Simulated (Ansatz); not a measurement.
A run of Ansatz 0.2.0 is set up as follows.

The input input.yaml:

```yaml
crystal:
  lattice:
    - [0.0, 2.877304, 2.877304]
    - [2.877304, 0.0, 2.877304]
    - [2.877304, 2.877304, 0.0]
  atoms:
    - { symbol: In, position: [0.5, 0.5, 0.5] }
    - { symbol: As, position: [0.0, 0.0, 0.0] }
hamiltonian:
  xc: pbe
  pseudopotentials: { kind: paw }
kpoints:
  mp_grid: { grid: [8, 8, 8] }
scf:
  occupations: { method: gaussian, width: 0.021 }
output:
  forces: true
  stress: true
  eigenvalues: true
  write_density: true
  write_potential: true
  elf: true
  volumetric_format: npy
```

Potentials or basis: Ansatz PAW.

Command:

```console
$ ansatz run input.yaml --threads 2 --pin off --max-ram 5632MiB --backend cpu --events-out ev --progress --plain --runs-dir out
```

Problem. Estimate the band gap on the k mesh.

Solution. None (metal or under the smearing width).

Problem. Estimate the pressure.

Solution. 0.0 GPa.
